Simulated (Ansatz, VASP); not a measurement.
Sc in VASP and in Ansatz

```xyz
2
Lattice="3.3295 0.0000 0.0000 -1.6648 2.8834 0.0000 0.0000 0.0000 5.1840" Properties=species:S:1:pos:R:3 pbc="T T T"
Sc    0.0000    1.9223    1.2960
Sc    1.6648    0.9611    3.8880
```

Alike in both runs: functional r2SCAN; k mesh 10 × 10 × 6; no spin polarisation.

Ansatz relaxed the structure, and its values are those at the end. VASP's run is a single point on that final structure, the one shown.

|  | VASP | Ansatz |
| --- | --- | --- |
| version | VASP 6.6.1 | Ansatz 0.2.0 |
| potentials or method | VASP PAW PBE potentials, release 64 (Sc_sv) | plane waves, PAW |
| plane-wave cutoff (eV) | 520 | 650 |
| occupations | methfessel-paxton of order 1, width 0.15 eV | cold, width 0.15 eV |
| valence electrons in the cell | 22 | 22 |

VASP gave:

- pressure (GPa): 0.2

**Question.** Estimate Ansatz's values.

**Answer.** Pressure (GPa): 0.0.

Caveats: the PAW data sets were made with another functional, which shifts forces and pressure a little (VASP).
